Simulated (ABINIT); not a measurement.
The system is TePb.

```xyz
2
Lattice="0.0000 3.2310 3.2310 3.2310 0.0000 3.2310 3.2310 3.2310 0.0000" Properties=species:S:1:pos:R:3 pbc="T T T"
Pb    0.0000    0.0000    0.0000
Te    3.2310    3.2310    3.2310
```

| Property | Result |
| --- | --- |
| Program | ABINIT 10.8.3 (patched build) |
| Task | relaxation of cell and atoms |
| Functional | PBE |
| Potentials or basis | JTH PAW PBE v2.0 |
| Cutoff | 599 eV |
| k mesh | 5 × 5 × 5 |
| Occupations | fermi-dirac, width 0.05 eV |
| Spin | no spin polarisation |

At the start: pressure 2.1 GPa; volume 33.73 Å³/atom.

How do energy, volume and symmetry change on relaxing?

Over 5 steps the energy falls by 10.8 meV/atom and the volume is 35.43 Å³/atom (+5.0 %); space group Fm-3m (No. 225, to 0.05 Å).

Step by step:
```tsv
step	energy change (eV)	largest force (eV/Å)	pressure (GPa)	volume (Å³)
1	0.0000	0.0000	2.12	67.46
2	-0.0054	0.0000	1.81	67.90
3	-0.0214	0.0000	0.11	70.65
4	-0.0215	0.0000	0.01	70.84
5	-0.0215	0.0000	0.00	70.85
```

Final structure:
```cif
data_structure
_symmetry_space_group_name_H-M 'P 1'
_symmetry_Int_Tables_number 1
_cell_length_a 4.6447
_cell_length_b 4.6447
_cell_length_c 4.6447
_cell_angle_alpha 60.000
_cell_angle_beta 60.000
_cell_angle_gamma 60.000
_cell_volume 70.85
loop_
_atom_site_label
_atom_site_type_symbol
_atom_site_fract_x
_atom_site_fract_y
_atom_site_fract_z
_atom_site_occupancy
Pb1 Pb 0.00000 0.00000 0.00000 1
Te1 Te 0.50000 0.50000 0.50000 1
```
